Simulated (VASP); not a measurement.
# FeSi2 (Linzhiite) (P4/mmm) in VASP: single point with r2SCAN

Aim: the single point of FeSi2 (Linzhiite) with r2SCAN.

Everything below comes from runs of VASP 6.6.1. Logs are shortened: lines on timing, memory, paths and dates and some standing lists are left out, and cuts for length are marked.

**1. The crystal as given**

It takes space group P4/mmm (No. 123, tetragonal). The conventional cell has a = 2.679 Å, b = 2.679 Å, c = 5.109 Å, α = 90.00°, β = 90.00°, γ = 90.00°. Fe (site symmetry 4/mmm) has 8 Si at 2.35 Å and 4 Fe at 2.68 Å as nearest neighbours. Around Si (site symmetry 4mm) lie 5 Si at 2.34 to 2.68 Å and 4 Fe at 2.35 Å.

**2. Single point, r2SCAN**

POSCAR reads:

```
FeSi2
1.0
    2.6792012154      0.0000000000      0.0000000000
    0.0000000000      2.6792012154      0.0000000000
    0.0000000000      0.0000000000      5.1088110014
Fe Si
1 2
Direct
    0.0000000000      0.0000000000      0.0000000000
    0.5000000000      0.5000000000      0.2713376779
    0.5000000000      0.5000000000      0.7286623221
```

INCAR.step1 reads:

```
ALGO = Normal
EDIFF = 1E-4
ENCUT = 520
GGA = PE
ISMEAR = 0
LASPH = True
LCHARG = False
LREAL = False
LWAVE = True
NBANDS = 15
NELM = 100
PREC = Accurate
SIGMA = 0.1
```

INCAR.step2 reads:

```
ALGO = Normal
EDIFF = 1E-6
ENCUT = 520
ISIF = 2
ISMEAR = 0
ISTART = 1
LASPH = True
LCHARG = False
LMIXTAU = True
LREAL = False
LWAVE = False
METAGGA = R2SCAN
NBANDS = 15
NELM = 100
PREC = Accurate
SIGMA = 0.1
```

KPOINTS reads:

```
k-points
0
Gamma
  16 16 8
```

Potentials or basis: VASP PAW PBE potentials, release 64 (Fe, Si).

Started as:

```console
cat potpaw_PBE.64/Fe/POTCAR potpaw_PBE.64/Si/POTCAR > POTCAR
cp INCAR.step1 INCAR
mpirun -np 1 vasp_std > vasp.out
cp INCAR.step2 INCAR
mpirun -np 1 vasp_std > vasp.out
```

OUTCAR:

```text
EDIFF = 1E-6
   ENCUT = 520
   ISIF = 2
   ISMEAR = 0
   ISTART = 1
   LASPH = True
   LREAL = False
   METAGGA = R2SCAN
   NELM = 100
   PREC = Accurate

 ion  position               nearest neighbor table
   1  0.000  0.000  0.000-   2 2.35   3 2.35   2 2.35   3 2.35   2 2.35   3 2.35   2 2.35   3 2.35

   2  0.500  0.500  0.271-   3 2.34   1 2.35   1 2.35   1 2.35   1 2.35   3 2.77
   3  0.500  0.500  0.729-   2 2.34   1 2.35   1 2.35   1 2.35   1 2.35   2 2.77

  LATTYP: Found a simple tetragonal cell.
 ALAT       =     2.6792012154
 C/A-ratio  =     1.9068411032

  Lattice vectors:

 A1 = (   2.6792012154,   0.0000000000,   0.0000000000)
 A2 = (   0.0000000000,   2.6792012154,   0.0000000000)
 A3 = (   0.0000000000,   0.0000000000,   5.1088110014)

Analysis of symmetry for initial positions (statically):
=====================================================================
 Subroutine PRICEL returns:
 Original cell was already a primitive cell.

 Routine SETGRP: Setting up the symmetry group for a
 simple tetragonal supercell.

 Subroutine GETGRP returns: Found 16 space group operations
 (whereof 16 operations were pure point group operations)
 out of a pool of 16 trial point group operations.

The static configuration has the point symmetry D_4h.

Analysis of symmetry for dynamics (positions and initial velocities):
=====================================================================
 Subroutine PRICEL returns:
 Original cell was already a primitive cell.

 Routine SETGRP: Setting up the symmetry group for a
 simple tetragonal supercell.

 Subroutine GETGRP returns: Found 16 space group operations
 (whereof 16 operations were pure point group operations)
 out of a pool of 16 trial point group operations.

The dynamic configuration has the point symmetry D_4h.

 Subroutine INISYM returns: Found 16 space group operations
 (whereof 16 operations are pure point group operations),
 and found     1 'primitive' translations

----------------------------------------------------------------------------------------

                                     Primitive cell

  volume of cell :      36.6717

  direct lattice vectors                    reciprocal lattice vectors
     2.679201215  0.000000000  0.000000000     0.373245576  0.000000000  0.000000000
     0.000000000  2.679201215  0.000000000     0.000000000  0.373245576  0.000000000
     0.000000000  0.000000000  5.108811001     0.000000000  0.000000000  0.195740261

  length of vectors
     2.679201215  2.679201215  5.108811001     0.373245576  0.373245576  0.195740261

  position of ions in fractional coordinates (direct lattice)
     0.000000000  0.000000000  0.000000000
     0.500000000  0.500000000  0.271337678
     0.500000000  0.500000000  0.728662322

  ion indices of the primitive-cell ions
   primitive index   ion index
                 1           1
                 2           2
                 3           3

----------------------------------------------------------------------------------------

 KPOINTS: k-points

Automatic generation of k-mesh.
 Grid dimensions read from file:
 generate k-points for:   16   16    8

 Generating k-lattice:

  Cartesian coordinates                     Fractional coordinates (reciprocal lattice)
     0.023327848  0.000000000  0.000000000     0.062500000  0.000000000  0.000000000
     0.000000000  0.023327848  0.000000000     0.000000000  0.062500000  0.000000000
     0.000000000  0.000000000  0.024467533     0.000000000  0.000000000  0.125000000

  Length of vectors
     0.023327848  0.023327848  0.024467533

  Shift w.r.t. Gamma in fractional coordinates (k-lattice)
     0.000000000  0.000000000  0.000000000

 Subroutine IBZKPT returns following result:
 ===========================================

 Found    225 irreducible k-points:

 Following reciprocal coordinates:
            Coordinates               Weight
  0.000000  0.000000  0.000000      1.000000
  0.062500  0.000000  0.000000      4.000000
  0.125000  0.000000  0.000000      4.000000
  0.187500  0.000000  0.000000      4.000000
  0.250000  0.000000  0.000000      4.000000
  0.312500  0.000000  0.000000      4.000000
[... 16 lines left out ...]
  0.437500  0.125000  0.000000      8.000000
  0.500000  0.125000  0.000000      4.000000
 [... further k-points ...]
   k-points           NKPTS =    225   k-points in BZ     NKDIM =    225   number of bands    NBANDS=     15
   number of dos      NEDOS =    301   number of ions     NIONS =      3
   total plane-waves  NPLWV =  16000
   dimension x,y,z NGX =    20 NGY =   20 NGZ =   40
   dimension x,y,z NGXF=    40 NGYF=   40 NGZF=   80
   ions per type =               1   2
   NGX,Y,Z   is equivalent  to a cutoff of  12.41, 12.41, 13.02 a.u.
   NGXF,Y,Z  is equivalent  to a cutoff of  24.82, 24.82, 26.03 a.u.
 SYSTEM =  unknown system
   PREC   = accura    normal or accurate (medium, high low for compatibility)
   ISTART =      1    job   : 0-new  1-cont  2-samecut
   ICHARG =      0    charge: 1-file 2-atom 10-const
   ISPIN  =      1    spin polarized calculation?
   LNONCOLLINEAR =      F non collinear calculations
   LSORBIT =      F    spin-orbit coupling
   LASPH  =      T    aspherical Exc in radial PAW
   ENCUT  =  520.0 eV  38.22 Ry    6.18 a.u.   4.98  4.98  9.50*2*pi/ulx,y,z
   NELM   =    100;   NELMIN=  2; NELMDL=  0     # of ELM steps
   EDIFF  = 0.1E-05   stopping-criterion for ELM
   LREAL  =      F    real-space projection
   EDIFFG = 0.1E-04   stopping-criterion for IOM
   NSW    =      0    number of steps for IOM
   IBRION =     -1    ionic relax: 0-MD 1-quasi-New 2-CG
   NFREE  =      0    steps in history (QN), initial steepest desc. (CG)
   ISIF   =      2    stress and relaxation
   ISYM   =      2    0-nonsym 1-usesym 2-fastsym
   POTIM  = 0.5000    time-step for ionic-motion
   TEBEG  =    0.0;   TEEND  =   0.0 temperature during run
   PSTRESS=    0.0 pullay stress
   NELECT =      16.0000    total number of electrons
   NUPDOWN=      -1.0000    fix difference up-down
   EMIN   =  10.00;   EMAX   =-10.00  energy-range for DOS
   EFERMI =   0.00;   METHOD = LEGACY
   ISMEAR =     0;   SIGMA  =   0.10  broadening in eV -4-tet -1-fermi 0-gaus
   EFERMI_NEDOS =   21; number of points for ismear=-14 and -15
   IALGO  =     38    algorithm
   IMIX   =      4    mixing-type and parameters
     AMIX     =   0.40;   BMIX     =  1.00
     AMIX_MAG =   1.60;   BMIX_MAG =  1.00
  volume/ion in A,a.u.               =      12.22        82.49
  Fermi-wavevector in a.u.,A,eV,Ry     =   1.241666  2.346408 20.976558  1.541734
  Thomas-Fermi vector in A             =   2.376054
   LORBIT       =      0    0 simple, 1 ext, 2 COOP (PROOUT), +10 PAW based schemes
   METAGGA = R2SCAN    functional components
   LHFCALC =     F    Hartree Fock is set to
   AEXX    =    0.0000 exact exchange contribution
   IVDW    =     0    specifies the selected vdW correction
   LEPSILON=     F    determine dielectric tensor
   LRPA    =     F    only Hartree local field effects (RPA)
 non-spin polarized calculation
 Gauss-broadening in eV      SIGMA  =   0.10
  energy-cutoff  :      520.00
  volume of cell :       36.67
 maximum number of plane-waves:      1008
 NGX is ok and might be reduce to    20
   NGX =  9   NGY =  9   NGZ = 19

 number of electron      16.0000001 magnetization

 Free energy of the ion-electron system (eV)
  ---------------------------------------------------
  ext. energy  EPLUGINS =         0.00000000
  ---------------------------------------------------
  free energy    TOTEN  =       -32.56187981 eV

  energy without entropy =      -32.55674269  energy(sigma->0) =      -32.55931125

 E-fermi :  10.2167     XC(G=0): -12.8383

 val. band max:       10.2140938634   @ k =   0.4375   0.2500   0.0000
 cond. band min:      10.2404585944   @ k =   0.3750   0.1875   0.0000
 fundamental gap:      0.0263647310
 Fermi energy:        10.2166979232

 k-point     1 :       0.0000    0.0000    0.0000
  band No.  band energies     occupation
      1      -4.6948      2.00000
      2       0.3882      2.00000
      3       1.6194      2.00000
      4       6.4820      2.00000
      5       8.3807      2.00000
      6       8.4593      2.00000
      7       8.4593      2.00000
      8       9.2101      2.00000
      9      14.9781      0.00000
     10      14.9781      0.00000
     11      17.1056      0.00000
     12      17.6235      0.00000
     13      18.3958      0.00000
     14      18.6469      0.00000
     15      20.3887      0.00000

 k-point     2 :       0.0625    0.0000    0.0000
  band No.  band energies     occupation
      1      -4.6104      2.00000
      2       0.4479      2.00000
      3       1.6996      2.00000
      4       6.4769      2.00000
      5       8.3755      2.00000
      6       8.3846      2.00000
      7       8.4748      2.00000
      8       9.1367      2.00000
      9      14.0392      0.00000
     10      15.0952      0.00000
     11      17.2031      0.00000
     12      17.9069      0.00000
     13      18.0217      0.00000
     14      18.9180      0.00000
     15      20.4168      0.00000
[... 365 lines left out ...]
      3       2.8509      2.00000
      4       4.9207      2.00000
      5       5.9712      2.00000
      6       7.3264      2.00000
      7       7.8624      2.00000
      8       9.1731      2.00000
      9      10.2996      0.24086
     10      11.8947      0.00000
     11      12.9900      0.00000
     12      15.4683      0.00000
     13      18.9400      0.00000
     14      19.7689      0.00000
     15      21.5536      0.00000

 k-point    24 :       0.5000    0.1250    0.0000
  band No.  band energies     occupation
      1      -0.1817      2.00000
      2       1.9445      2.00000
      3       3.0186      2.00000
      4       5.1754      2.00000
      5       5.8144      2.00000
      6       7.1653      2.00000
      7       7.8734      2.00000
      8       9.2101      2.00000
      9      10.3161      0.15975
     10      11.7087      0.00000
     11      12.7309      0.00000
     12      15.6680      0.00000
     13      19.0486      0.00000
     14      19.5544      0.00000
     15      21.5969      0.00000

 [... further k-points ...]

------------------------ aborting loop because EDIFF is reached ----------------------------------------

  FORCE on cell =-STRESS in cart. coord.  units (eV):
  Direction    XX          YY          ZZ          XY          YZ          ZX
  --------------------------------------------------------------------------------------
  -------------------------------------------------------------------------------------
  Total        0.0414381      0.0414381     -0.0185760      0.0000000      0.0000000      0.0000000
  in kB        1.8104205      1.8104205     -0.8115809      0.0000000      0.0000000      0.0000000
  external PRESSURE =       0.9364200 kB  Pullay stress =       0.0000000 kB

 VOLUME and BASIS-vectors are now :
 -----------------------------------------------------------------------------
  energy-cutoff  :      520.00
  volume of cell :       36.67
      direct lattice vectors                 reciprocal lattice vectors
     2.679201215  0.000000000  0.000000000     0.373245576  0.000000000  0.000000000
     0.000000000  2.679201215  0.000000000     0.000000000  0.373245576  0.000000000
     0.000000000  0.000000000  5.108811001     0.000000000  0.000000000  0.195740261

 POSITION                                       TOTAL-FORCE (eV/Angst)
 -----------------------------------------------------------------------------------
      0.00000      0.00000      0.00000        -0.000000      0.000000      0.000000
      1.33960      1.33960      1.38621         0.000000      0.000000      0.025948
      1.33960      1.33960      3.72260        -0.000000      0.000000     -0.025948
 -----------------------------------------------------------------------------------
    total drift:                                0.000000      0.000000      0.000000

  FREE ENERGIE OF THE ION-ELECTRON SYSTEM (eV)
  ---------------------------------------------------
  free  energy   TOTEN  =       -32.5618798074 eV

  energy  without entropy=      -32.5567426925  energy(sigma->0) =      -32.55931125
```

It took 4.6 min on 1 thread of Intel Xeon Platinum 8259CL at 2.50GHz (Skylake/Cascade Lake), shared host; peak memory 0.24 GiB.

Results:

```yaml
Free_energy: -32.5619 eV
Pressure: 0.1 GPa
Largest_force: 0.026 eV/Å
Band_gap_on_the_k_mesh: none (metal or under the smearing width)
```

Forces in eV/Å, atoms in the order of the input:
```
Fe   0.000  0.000  0.000
Si   0.000  0.000  0.026
Si   0.000  0.000 -0.026
```

Stress tensor (GPa, compression positive):
```
 0.18  0.00  0.00
 0.00  0.18  0.00
 0.00  0.00 -0.08
```

Caveat: the PAW data sets were made with another functional, which shifts forces and pressure a little.
